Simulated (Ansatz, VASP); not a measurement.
Hf7S: VASP beside Ansatz

```
CELL_PARAMETERS angstrom
0.00000 4.38941 4.38941
4.38941 0.00000 4.38941
4.38941 4.38941 0.00000
ATOMIC_POSITIONS crystal
Hf 0.50000 0.50000 0.50000
Hf 0.00000 0.50000 0.00000
Hf 0.50000 0.00000 0.00000
Hf 0.00000 0.50000 0.50000
Hf 0.50000 0.00000 0.50000
Hf 0.00000 0.00000 0.50000
Hf 0.50000 0.50000 0.00000
S 0.00000 0.00000 0.00000
```

Change from the starting cell: species swapped into the SbPt7 type (Fm-3m, No. 225).

Alike in both runs: functional PBE; k mesh 8 × 8 × 8; occupations gaussian, width 0.1 eV; no spin polarisation.

Ansatz relaxed the structure, and its values are those at the end. VASP's run is a single point on that final structure, the one shown.

```csv
,VASP,Ansatz
version,VASP 6.6.1,Ansatz 0.2.0
potentials or method,"VASP PAW PBE potentials, release 64 (Hf_pv, S)","scalar-relativistic, plane waves, PAW"
plane-wave cutoff (eV),520,420
valence electrons in the cell,76,188
```

```csv
,VASP,Ansatz,Ansatz less VASP
gap on the k mesh at the Fermi level (eV),none,none,-
pressure (GPa),-0.5,0.0,+0.47
```

A gap of «none» marks a metal or a gap that the smearing closes. The two sets of potentials don't hold the same shells in valence.

The runs have no spin-orbit coupling, so splittings on Hf are missing.
